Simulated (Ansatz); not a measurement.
# NaBr (rock salt): energy against volume

NaBr (rock salt)

Space group Fm-3m (No. 225); a = b = c = 6.036 Å, α = β = γ = 90.00°

```
atom  site  symmetry       x       y       z
----  ----  --------  ------  ------  ------
Br      4a      m-3m  0.0000  0.0000  0.0000
Na      4b      m-3m  0.5000  0.5000  0.5000
```
(The calculation used a cell of 2 atoms; values per cell refer to that cell.)

The volume is varied about the relaxed value V₀ at fixed cell shape. Symmetry pins the atoms to their sites.

Calculation: PBE (plane waves to 420 eV, PAW, scalar-relativistic; Ansatz, a quantum-chemistry and plane-wave program). k mesh 10×10×10 (Γ-centred), Fermi-Dirac smearing 0.05 eV. The energy includes the smearing's −TS. Stress and pressure are positive under compression. NaBr was relaxed with its symmetry unable to fall. ΔE is measured from the relaxed starting cell.

```csv
V (Å³/atom),ΔE (eV/atom),P (GPa)
24.740,0.0202,2.61
25.427,0.0108,1.81
26.114,0.0046,1.12
26.801,0.0011,0.52
27.489,0.0000,0.00
28.176,0.0010,-0.45
28.863,0.0038,-0.85
29.550,0.0082,-1.19
30.238,0.0139,-1.48
```

Read from the data:

```
Quantity                                                   Value
-------------------------------------------------  -------------
Pressure at the smallest volume                         2.61 GPa
Energy cost of the largest compression             20.2 meV/atom
Energy cost of the largest expansion               13.9 meV/atom
Bulk modulus B₀ (third-order Birch-Murnaghan fit)       19.4 GPa
Pressure derivative B₀′ (fit)                                4.6
Equilibrium volume of the fit                      27.49 Å³/atom
Pressure for 5 % compression (fit)                       1.1 GPa
```

(A scan under strain: stresses follow from slopes of the energy per volume, elastic moduli from its curvatures.)
